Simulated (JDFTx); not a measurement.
GaSb, 2 atoms in the cell. Symmetry: I-4m2, No. 119, tetragonal system. The conventional cell has a = 5.507 Å, b = 5.507 Å, c = 3.181 Å, α = 90.00°, β = 90.00°, γ = 90.00°. Sb (site symmetry -4m2) has 4 Ga at 2.87 Å and 2 Sb at 3.18 Å as nearest neighbours. Ga (site symmetry -4m2) has 4 Sb at 2.87 Å and 2 Ga at 3.18 Å as nearest neighbours. Measurements of this composition are mostly on another form, of space group No. 216.

```yaml
Program: JDFTx 1.7.0 (patched build)
Task: single point
Functional: PBEsol
Potentials_or_basis: PseudoDojo-SR-PBEsol-0.4.1-standard with smoothed tails
Cutoff: 1088 eV
Density_cutoff: 8708 eV
k_mesh: 10 × 10 × 10
Occupations: fermi-dirac, width 0.05 eV
Spin: no spin polarisation
Local_potential_set_to_-Z/r_beyond: 6 bohr
Bands: 21
Density_cutoff_over_wavefunction_cutoff: 8
Max_SCF_steps: 100
SCF_threshold_on_the_energy: 1e-09 Ha
Solver_of_the_electrons: scf
Further_solve_for_the_empty_bands: yes
```

Potentials or basis: PseudoDojo-SR-PBEsol-0.4.1-standard with smoothed tails.

Command:

```sh
$ jdftx -c 1 -i GaSb.in -o GaSb.out
```

Hardware: 1 thread of Intel(R) Xeon(R) 6975P-C (Granite Rapids) (shared host).

**Question.** Estimate the wall time of this run.

**Answer.** It took 3.6 min on 1 thread of Intel(R) Xeon(R) 6975P-C (Granite Rapids), with other jobs on the host, peak memory 0.41 GiB. Counts: scf iterations 12, bands 21, k points 102, plane waves 3933.
